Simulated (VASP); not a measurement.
# CuI (Marshite) (F-43m) in VASP: notebook

One crystal, CuI (Marshite), is run at these levels: PBEsol; tasks: single point.

Everything below comes from runs of VASP 6.6.1. Logs are shortened: lines on timing, memory, paths and dates and some standing lists are left out, and cuts for length are marked.

### Step 1. The crystal as given

Symmetry: F-43m, No. 216, cubic system. The conventional cell has a = 6.063 Å, b = 6.063 Å, c = 6.063 Å, α = 90.00°, β = 90.00°, γ = 90.00°. I (site symmetry -43m) has 4 Cu at 2.63 Å as nearest neighbours. Around Cu (site symmetry -43m) lie 4 I at 2.63 Å.

### Step 2. Single point, PBEsol

The input, INCAR:

```
SYSTEM = CuI
PREC     = Accurate       ! precision mode
ENCUT    = 500            ! plane-wave cutoff, eV
EDIFF    = 1E-6           ! SCF threshold, eV
ISMEAR   = 0              ! smearing method
SIGMA    = 0.05           ! smearing width, eV
LREAL    = .False.        ! projectors in reciprocal space
LASPH    = .True.         ! aspherical terms in the spheres
NELM     = 60             ! most SCF steps
ALGO     = Normal         ! electronic algorithm
ISIF     = 2              ! what is computed and relaxed
LWAVE    = .False.        ! write WAVECAR
LCHARG   = .False.        ! write CHGCAR
GGA      = PS             ! functional
```

The input, KPOINTS:

```
regular mesh
0
Gamma
  8 8 8
  0 0 0
```

The input, POSCAR:

```
CuI
4.2872
    0.000000000000      0.707104870312      0.707104870312
    0.707104870312      0.000000000000      0.707104870312
    0.707104870312      0.707104870312      0.000000000000
I Cu
1 1
Direct
    0.0000000000      0.0000000000      0.0000000000
    0.7500000000      0.7500000000      0.7500000000
```

Potentials or basis: VASP PAW PBE potentials, release 64 (I, Cu).

Started as:

```bash
$ cat potpaw_PBE.64/I/POTCAR potpaw_PBE.64/Cu/POTCAR > POTCAR
$ mpirun -np 1 vasp_std > vasp.out
```

OUTCAR:

```text
SYSTEM = CuI
   PREC = Accurate
   ENCUT = 500
   EDIFF = 1E-6
   ISMEAR = 0
   LREAL = .False.
   LASPH = .True.
   NELM = 60
   ISIF = 2
   GGA = PS

 ion  position               nearest neighbor table
   1  0.000  0.000  0.000-   2 2.63   2 2.63   2 2.63   2 2.63
   2  0.750  0.750  0.750-   1 2.63   1 2.63   1 2.63   1 2.63

  LATTYP: Found a face centered cubic cell.
 ALAT       =     6.0630000000

  Lattice vectors:

 A1 = (   0.0000000000,   3.0315000000,   3.0315000000)
 A2 = (   3.0315000000,   0.0000000000,   3.0315000000)
 A3 = (   3.0315000000,   3.0315000000,   0.0000000000)

Analysis of symmetry for initial positions (statically):
=====================================================================
 Subroutine PRICEL returns:
 Original cell was already a primitive cell.

 Routine SETGRP: Setting up the symmetry group for a
 face centered cubic supercell.

 Subroutine GETGRP returns: Found 24 space group operations
 (whereof 24 operations were pure point group operations)
 out of a pool of 48 trial point group operations.

The static configuration has the point symmetry T_d .

Analysis of symmetry for dynamics (positions and initial velocities):
=====================================================================
 Subroutine PRICEL returns:
 Original cell was already a primitive cell.

 Routine SETGRP: Setting up the symmetry group for a
 face centered cubic supercell.

 Subroutine GETGRP returns: Found 24 space group operations
 (whereof 24 operations were pure point group operations)
 out of a pool of 48 trial point group operations.

The dynamic configuration has the point symmetry T_d .

 Subroutine INISYM returns: Found 24 space group operations
 (whereof 24 operations are pure point group operations),
 and found     1 'primitive' translations

----------------------------------------------------------------------------------------

                                     Primitive cell

  volume of cell :      55.7189

  direct lattice vectors                    reciprocal lattice vectors
     0.000000000  3.031500000  3.031500000    -0.164934851  0.164934851  0.164934851
     3.031500000  0.000000000  3.031500000     0.164934851 -0.164934851  0.164934851
     3.031500000  3.031500000  0.000000000     0.164934851  0.164934851 -0.164934851

  length of vectors
     4.287188414  4.287188414  4.287188414     0.285675541  0.285675541  0.285675541

  position of ions in fractional coordinates (direct lattice)
     0.000000000  0.000000000  0.000000000
     0.750000000  0.750000000  0.750000000

  ion indices of the primitive-cell ions
   primitive index   ion index
                 1           1
                 2           2

----------------------------------------------------------------------------------------

 KPOINTS: regular mesh

Automatic generation of k-mesh.
 Grid dimensions read from file:
 generate k-points for:    8    8    8

 Generating k-lattice:

  Cartesian coordinates                     Fractional coordinates (reciprocal lattice)
    -0.020616856  0.020616856  0.020616856     0.125000000  0.000000000  0.000000000
     0.020616856 -0.020616856  0.020616856     0.000000000  0.125000000  0.000000000
     0.020616856  0.020616856 -0.020616856     0.000000000  0.000000000  0.125000000

  Length of vectors
     0.035709443  0.035709443  0.035709443

  Shift w.r.t. Gamma in fractional coordinates (k-lattice)
     0.000000000  0.000000000  0.000000000

 Subroutine IBZKPT returns following result:
 ===========================================

 Found     29 irreducible k-points:

 Following reciprocal coordinates:
            Coordinates               Weight
  0.000000  0.000000  0.000000      1.000000
  0.125000  0.000000  0.000000      8.000000
  0.250000  0.000000  0.000000      8.000000
  0.375000  0.000000  0.000000      8.000000
  0.500000  0.000000  0.000000      4.000000
  0.125000  0.125000  0.000000      6.000000
[... 21 lines left out ...]
 -0.375000  0.500000  0.125000     12.000000
 -0.250000  0.500000  0.250000      6.000000
   k-points           NKPTS =     29   k-points in BZ     NKDIM =     29   number of bands    NBANDS=     13
   number of dos      NEDOS =    301   number of ions     NIONS =      2
   total plane-waves  NPLWV =  32768
   dimension x,y,z NGX =    32 NGY =   32 NGZ =   32
   dimension x,y,z NGXF=    64 NGYF=   64 NGZF=   64
   ions per type =               1   1
   NGX,Y,Z   is equivalent  to a cutoff of  12.41, 12.41, 12.41 a.u.
   NGXF,Y,Z  is equivalent  to a cutoff of  24.82, 24.82, 24.82 a.u.
 SYSTEM =  CuI
   PREC   = accura    normal or accurate (medium, high low for compatibility)
   ISTART =      0    job   : 0-new  1-cont  2-samecut
   ICHARG =      2    charge: 1-file 2-atom 10-const
   ISPIN  =      1    spin polarized calculation?
   LNONCOLLINEAR =      F non collinear calculations
   LSORBIT =      F    spin-orbit coupling
   LASPH  =      T    aspherical Exc in radial PAW
   ENCUT  =  500.0 eV  36.75 Ry    6.06 a.u.   7.82  7.82  7.82*2*pi/ulx,y,z
   NELM   =     60;   NELMIN=  2; NELMDL= -5     # of ELM steps
   EDIFF  = 0.1E-05   stopping-criterion for ELM
   LREAL  =      F    real-space projection
   EDIFFG = 0.1E-04   stopping-criterion for IOM
   NSW    =      0    number of steps for IOM
   IBRION =     -1    ionic relax: 0-MD 1-quasi-New 2-CG
   NFREE  =      0    steps in history (QN), initial steepest desc. (CG)
   ISIF   =      2    stress and relaxation
   ISYM   =      2    0-nonsym 1-usesym 2-fastsym
   POTIM  = 0.5000    time-step for ionic-motion
   TEBEG  =    0.0;   TEEND  =   0.0 temperature during run
   PSTRESS=    0.0 pullay stress
   NELECT =      18.0000    total number of electrons
   NUPDOWN=      -1.0000    fix difference up-down
   EMIN   =  10.00;   EMAX   =-10.00  energy-range for DOS
   EFERMI =   0.00;   METHOD = LEGACY
   ISMEAR =     0;   SIGMA  =   0.05  broadening in eV -4-tet -1-fermi 0-gaus
   EFERMI_NEDOS =   21; number of points for ismear=-14 and -15
   IALGO  =     38    algorithm
   IMIX   =      4    mixing-type and parameters
     AMIX     =   0.40;   BMIX     =  1.00
     AMIX_MAG =   1.60;   BMIX_MAG =  1.00
  volume/ion in A,a.u.               =      27.86       188.00
  Fermi-wavevector in a.u.,A,eV,Ry     =   1.123306  2.122741 17.168055  1.261816
  Thomas-Fermi vector in A             =   2.259971
   LORBIT       =      0    0 simple, 1 ext, 2 COOP (PROOUT), +10 PAW based schemes
   GGA     = PS    functional components
   LHFCALC =     F    Hartree Fock is set to
   AEXX    =    0.0000 exact exchange contribution
   IVDW    =     0    specifies the selected vdW correction
   LEPSILON=     F    determine dielectric tensor
   LRPA    =     F    only Hartree local field effects (RPA)
 non-spin polarized calculation
 Gauss-broadening in eV      SIGMA  =   0.05
  energy-cutoff  :      500.00
  volume of cell :       55.72
 maximum number of plane-waves:      1428
   NGX = 15   NGY = 15   NGZ = 15

 number of electron      18.0000014 magnetization

 Free energy of the ion-electron system (eV)
  ---------------------------------------------------
  ext. energy  EPLUGINS =         0.00000000
  ---------------------------------------------------
  free energy    TOTEN  =        -6.29424177 eV

  energy without entropy =       -6.29424177  energy(sigma->0) =       -6.29424177

 E-fermi :   4.5615     XC(G=0):  -9.1391

 val. band max:        4.2830011137   @ k =   0.0000   0.0000   0.0000
 cond. band min:       5.3113548378   @ k =   0.0000   0.0000   0.0000
 fundamental gap:      1.0283537240
 Fermi energy:         4.5614674267

 k-point     1 :       0.0000    0.0000    0.0000
  band No.  band energies     occupation
      1      -9.7453      2.00000
      2       0.6384      2.00000
      3       0.6384      2.00000
      4       0.6384      2.00000
      5       2.4098      2.00000
      6       2.4098      2.00000
      7       4.2830      2.00000
      8       4.2830      2.00000
      9       4.2830      2.00000
     10       5.3114      0.00000
     11       9.1109      0.00000
     12       9.1109      0.00000
     13       9.1109      0.00000

 k-point     2 :       0.1250    0.0000    0.0000
  band No.  band energies     occupation
      1      -9.6725      2.00000
      2       0.3374      2.00000
      3       0.6442      2.00000
      4       0.6442      2.00000
      5       2.4035      2.00000
      6       2.4035      2.00000
      7       3.6439      2.00000
      8       4.1659      2.00000
      9       4.1659      2.00000
     10       6.0266      0.00000
     11       9.0017      0.00000
     12       9.3292      0.00000
     13       9.3292      0.00000

 k-point     3 :       0.2500    0.0000    0.0000
  band No.  band energies     occupation
      1      -9.4858      2.00000
      2      -0.3718      2.00000
      3       0.6553      2.00000
      4       0.6553      2.00000
      5       2.4004      2.00000
      6       2.4004      2.00000
      7       2.9882      2.00000
      8       3.9084      2.00000
      9       3.9084      2.00000
     10       6.4757      0.00000
     11       9.6637      0.00000
     12       9.6637      0.00000
     13       9.6672      0.00000
[... 385 lines left out ...]
 k-point    28 :      -0.3750    0.5000    0.1250
  band No.  band energies     occupation
      1      -8.9998      2.00000
      2      -1.1356      2.00000
      3       0.1919      2.00000
      4       0.4828      2.00000
      5       2.3677      2.00000
      6       2.3851      2.00000
      7       2.4914      2.00000
      8       2.7081      2.00000
      9       2.9182      2.00000
     10       7.5739      0.00000
     11       7.7457      0.00000
     12      11.9776      0.00000
     13      12.1213      0.00000

 k-point    29 :      -0.2500    0.5000    0.2500
  band No.  band energies     occupation
      1      -8.9978      2.00000
      2      -0.8353      2.00000
      3      -0.2581      2.00000
      4       0.4354      2.00000
      5       2.3471      2.00000
      6       2.3551      2.00000
      7       2.4922      2.00000
      8       2.6605      2.00000
      9       3.0054      2.00000
     10       8.7603      0.00000
     11       8.8407      0.00000
     12      10.2211      0.00000
     13      10.5516      0.00000

------------------------ aborting loop because EDIFF is reached ----------------------------------------

  FORCE on cell =-STRESS in cart. coord.  units (eV):
  Direction    XX          YY          ZZ          XY          YZ          ZX
  --------------------------------------------------------------------------------------
  -------------------------------------------------------------------------------------
  Total       -0.8763029     -0.8763029     -0.8763029      0.0000000      0.0000000      0.0000000
  in kB      -25.1977714    -25.1977714    -25.1977714      0.0000000      0.0000000      0.0000000
  external PRESSURE =     -25.1977714 kB  Pullay stress =       0.0000000 kB

 VOLUME and BASIS-vectors are now :
 -----------------------------------------------------------------------------
  energy-cutoff  :      500.00
  volume of cell :       55.72
      direct lattice vectors                 reciprocal lattice vectors
     0.000000000  3.031500000  3.031500000    -0.164934851  0.164934851  0.164934851
     3.031500000  0.000000000  3.031500000     0.164934851 -0.164934851  0.164934851
     3.031500000  3.031500000  0.000000000     0.164934851  0.164934851 -0.164934851

 POSITION                                       TOTAL-FORCE (eV/Angst)
 -----------------------------------------------------------------------------------
      0.00000      0.00000      0.00000         0.000000     -0.000000     -0.000000
      4.54725      4.54725      4.54725        -0.000000      0.000000      0.000000
 -----------------------------------------------------------------------------------
    total drift:                               -0.000000     -0.000000     -0.000000

  FREE ENERGIE OF THE ION-ELECTRON SYSTEM (eV)
  ---------------------------------------------------
  free  energy   TOTEN  =        -6.2942417691 eV

  energy  without entropy=       -6.2942417691  energy(sigma->0) =       -6.29424177
```

It took 53 s on 1 thread of AMD EPYC 7R43 (Zen 3), shared host; peak memory 0.14 GiB.

Results:

| Item | Value |
| --- | --- |
| Free energy | -6.2942 eV |
| Pressure | -2.5 GPa |
| Band gap on the k mesh | 1.03 eV, direct |

Caveat: the PAW data sets were made with another functional, which shifts forces and pressure a little; spin-orbit coupling is left out, which moves the levels of the heavy elements.

### Step 3. Single point, PBEsol

The input, run.py:

```python
from ase.calculators.vasp import Vasp
from ase.dft.bandgap import bandgap
from ase.io import read

atoms = read('POSCAR')
calc = Vasp(
    directory='calc',
    xc='pbesol',
    pp='PBE',
    setups='minimal',
    prec='Accurate',
    encut=500,
    ediff=1e-06,
    ismear=0,
    sigma=0.05,
    lreal=False,
    lasph=True,
    nelm=100,
    algo='Normal',
    isif=2,
    lwave=False,
    lcharg=False,
    kpts=[8, 8, 8],
    gamma=True,
)
atoms.calc = calc

print('energy (eV):', atoms.get_potential_energy())
print('free energy (eV):', atoms.get_potential_energy(force_consistent=True))
print('forces (eV/A):')
print(atoms.get_forces())
print('stress (eV/A^3, Voigt):', atoms.get_stress())
print('Fermi level (eV):', calc.get_fermi_level())
gap, top, bottom = bandgap(calc)
print('band gap (eV):', gap, 'from (spin, k, band)', top, 'to', bottom)
```

The input, POSCAR:

```
CuI
1.0
    0.0000000000      3.0315000000      3.0315000000
    3.0315000000      0.0000000000      3.0315000000
    3.0315000000      3.0315000000      0.0000000000
I Cu
1 1
Direct
    0.0000000000      0.0000000000      0.0000000000
    0.7500000000      0.7500000000      0.7500000000
```

Potentials or basis: VASP PAW PBE potentials, release 64 (I, Cu).

Started as:

```bash
$ python run.py
```

What it wrote:

```text
energy (eV): -6.29424177
free energy (eV): -6.29424177
forces (eV/A):
[[ 0.  0.  0.]
 [-0. -0. -0.]]
stress (eV/A^3, Voigt): [ 0.01572721  0.01572721  0.01572721 -0.         -0.         -0.        ]
Fermi level (eV): 4.56146743
band gap (eV): 1.0283999999999995 from (spin, k, band) (0, np.int64(0), np.int64(8)) to (0, np.int64(0), np.int64(9))
```

OUTCAR:

```text
ENCUT = 500.000000
   EDIFF = 1.00e-06
   GGA = PS
   PREC = Accurate
   ISIF = 2
   ISMEAR = 0
   NELM = 100
   LASPH = .TRUE.
   LREAL = .FALSE.

 ion  position               nearest neighbor table
   1  0.000  0.000  0.000-   2 2.63   2 2.63   2 2.63   2 2.63
   2  0.750  0.750  0.750-   1 2.63   1 2.63   1 2.63   1 2.63

  LATTYP: Found a face centered cubic cell.
 ALAT       =     6.0630000000
[... 664 lines left out ...]
  in kB      -25.1977710    -25.1977710    -25.1977710      0.0000000      0.0000000      0.0000000
  external PRESSURE =     -25.1977710 kB  Pullay stress =       0.0000000 kB

 VOLUME and BASIS-vectors are now :
 -----------------------------------------------------------------------------
  energy-cutoff  :      500.00
  volume of cell :       55.72
      direct lattice vectors                 reciprocal lattice vectors
     0.000000000  3.031500000  3.031500000    -0.164934851  0.164934851  0.164934851
     3.031500000  0.000000000  3.031500000     0.164934851 -0.164934851  0.164934851
     3.031500000  3.031500000  0.000000000     0.164934851  0.164934851 -0.164934851

 POSITION                                       TOTAL-FORCE (eV/Angst)
 -----------------------------------------------------------------------------------
      0.00000      0.00000      0.00000         0.000000      0.000000      0.000000
      4.54725      4.54725      4.54725        -0.000000     -0.000000     -0.000000
 -----------------------------------------------------------------------------------
    total drift:                               -0.000000     -0.000000     -0.000000

  FREE ENERGIE OF THE ION-ELECTRON SYSTEM (eV)
  ---------------------------------------------------
  free  energy   TOTEN  =        -6.2942417691 eV

  energy  without entropy=       -6.2942417691  energy(sigma->0) =       -6.29424177
```

INCAR:

```text
ENCUT = 500.000000
SIGMA = 0.050000
EDIFF = 1.00e-06
ALGO = Normal
GGA = PS
PREC = Accurate
ISIF = 2
ISMEAR = 0
NELM = 100
LASPH = .TRUE.
LCHARG = .FALSE.
LWAVE = .FALSE.
LREAL = .FALSE.
```

Run time: 48 s. Hardware: 1 thread of AMD EPYC 7R43 (Zen 3), shared host; peak memory 0.15 GiB.

What came out:

- Free energy: -6.2942 eV
- Pressure: -2.5 GPa
- Band gap on the k mesh: 1.03 eV, direct

Caveat: the PAW data sets were made with another functional, which shifts forces and pressure a little; spin-orbit coupling is left out, which moves the levels of the heavy elements. A hybrid or GW would open this gap; PBEsol tends to underestimate it.

### Step 4. For comparison

An earlier run on the cell as given: functional PBEsol; potentials or basis VASP PAW PBE potentials, release 64 (I, Cu); cutoff 520 eV; k mesh 8 × 8 × 8; occupations fermi-dirac, width 0.05 eV; no spin polarisation.

- Pressure: -2.5 GPa
- Band gap on the k mesh: 1.03 eV, direct
